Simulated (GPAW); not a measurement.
Runs of GPAW 26.7.0 on Al. It takes space group Fm-3m (No. 225, cubic). The conventional cell has a = 4.050 Å, b = 4.050 Å, c = 4.050 Å, α = 90.00°, β = 90.00°, γ = 90.00°. Around Al (site symmetry m-3m) lie 12 Al at 2.86 Å. 

```tsv
task	level	potentials or basis	band path	band points	pressure (GPa)	V0 of scaled cells (Å³/atom)	B0 (GPa)
equation of state	PW91	PAW data sets generated in the run's folder for this functional, pw	-	-	-	16.63	(a)
equation of state	vdW-DF-cx	GPAW PAW data sets (gpaw-data 1.2.1), pw	-	-	-	16.68	(c)
equation of state	PBEsol+D4	PAW data sets generated in the run's folder for this functional, pw	-	-	-	15.87	89
band structure	RPBE	the program's PAW data sets (release 1.2.1) made for this functional, pw	GXWKGLUWLK,UX	100	1.2	-	-
band structure	AM05	PAW data sets generated in the run's folder for this functional, pw	GXWKGLUWLK,UX	80	-2.4	-	-
band structure	LDA	PAW data sets generated in the run's folder for this functional, pw	GXWKGLUWLK,UX	100	(b)	-	-
```

Alike in all rows: no spin polarisation; cell as given; k mesh 11 × 11 × 11; cutoff (eV) 600; smearing fermi-dirac 0.05 eV.

Question: Estimate the missing entries.

Answer: (a) 76; (b) -3.5; (c) 78.

Caveats: the PAW data sets were made with another functional, which shifts forces and pressure a little (some runs).

Runs at the PBE level aren't shown here.
